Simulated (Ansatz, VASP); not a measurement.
**One calculation of Ir, two programs**

INCAR

```
  PREC = Accurate
  ENCUT = 600
  EDIFF = 1E-7
  ISMEAR = 0
  SIGMA = 0.1
  LREAL = False
  LASPH = True
  NELM = 60
  ALGO = Normal
  ISIF = 3
  LWAVE = False
  LCHARG = False
  GGA = PS
  IBRION = 2
  NSW = 100
  EDIFFG = -0.005
```

KPOINTS

```
regular mesh
0
Gamma
  18 18 18
```

File POSCAR:

```
Ir
1.0
    0.0000000000      1.9269646676      1.9269646676
    1.9269646676      0.0000000000      1.9269646676
    1.9269646676      1.9269646676      0.0000000000
Ir
1
Direct
    0.0000000000      0.0000000000      0.0000000000
```

Input for Ansatz:

```yaml
crystal:
  lattice:
    - [0.0, 1.9269646676, 1.9269646676]
    - [1.9269646676, 0.0, 1.9269646676]
    - [1.9269646676, 1.9269646676, 0.0]
  atoms:
    - { symbol: Ir, position: [0.0, 0.0, 0.0] }
basis:
  ecutwfc: 420
kpoints:
  mp_grid: { grid: [18, 18, 18] }
hamiltonian:
  xc: pbesol
scf:
  occupations: { method: gaussian, width: 0.1 }
output:
  forces: true
  stress: true
  eigenvalues: true
relax:
  adjacent_minimum: "off"
  f_tol: 0.005
  max_steps: 80
  cell: { stress_tol: 0.05 }
```

Alike in both runs: task relaxation of cell and atoms; functional PBEsol; k mesh 18 × 18 × 18; occupations gaussian, width 0.1 eV; no spin polarisation.

|  | VASP | Ansatz |
| --- | --- | --- |
| version | VASP 6.6.1 | Ansatz 0.2.0 |
| potentials or method | VASP PAW PBE potentials, release 64 (Ir) | scalar-relativistic, plane waves, PAW |
| plane-wave cutoff (eV) | 600 | 420 |
| valence electrons in the cell | 9 | 17 |

VASP gave:

```
gap on the k mesh at the Fermi level, each at its own relaxed structure (eV) : none
relaxed volume (Å³/atom)                                                     : 14.09
relaxed cell length with the largest relative difference (Å)                 : 2.711
energy change over the relaxation (meV/atom)                                 : -4
```

Q: Estimate Ansatz's values.

A: gap on the k mesh at the Fermi level, each at its own relaxed structure (eV): none; relaxed volume (Å³/atom): 14.05; relaxed cell length with the largest relative difference (Å): 2.708; energy change over the relaxation (meV/atom): -6.

A gap of «none» marks a metal or a gap that the smearing closes. The two sets of potentials don't hold the same shells in valence.

Caveats: the PAW data sets were made with another functional, which shifts forces and pressure a little (VASP). Spin-orbit coupling is left out, which matters for the levels of Ir.
